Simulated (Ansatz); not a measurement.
**Y in Ansatz: the effect of Hubbard term**

Crystal: Y.

```
CELL_PARAMETERS angstrom
0.00000 2.55199 2.55199
2.55199 0.00000 2.55199
2.55199 2.55199 0.00000
ATOMIC_POSITIONS crystal
Y 0.00000 0.00000 0.00000
```

This isn't the form of Y at room conditions, which is hcp.

Alike in all runs:

| Item | Value |
| --- | --- |
| Program | Ansatz 0.2.0 |
| Task | single point |
| Functional | LDA |
| Potentials or basis | all-electron LAPW, scalar-relativistic |
| Cutoff | 129 eV (chosen from the basis error) |
| Basis error allowed | 0.001 eV/atom |
| k mesh | 9 × 9 × 9 |
| Occupations | fermi-dirac, width 0.05 eV |
| Spin | no spin polarisation |

Question: One run gave: pressure 13.1 GPa. Which Hubbard term did it use?
A. Y d U = 4 eV
B. none
C. Y d U = 6 eV
D. Y d U = 2 eV
E. Y d U = 8 eV

Answer: E.

```tsv
Hubbard term	pressure (GPa)
none	-4.4
Y d U = 2 eV	-1.6
Y d U = 3 eV	0.4
Y d U = 4 eV	2.4
Y d U = 5 eV	4.4
Y d U = 6 eV	6.6
Y d U = 8 eV	13.1
```

Caveats: U is the effective U less J, on atomic orbitals that reach past the spheres (some runs); U without spin polarisation on a metal has little footing (some runs); the U is typed as a test and isn't derived for this compound (some runs).
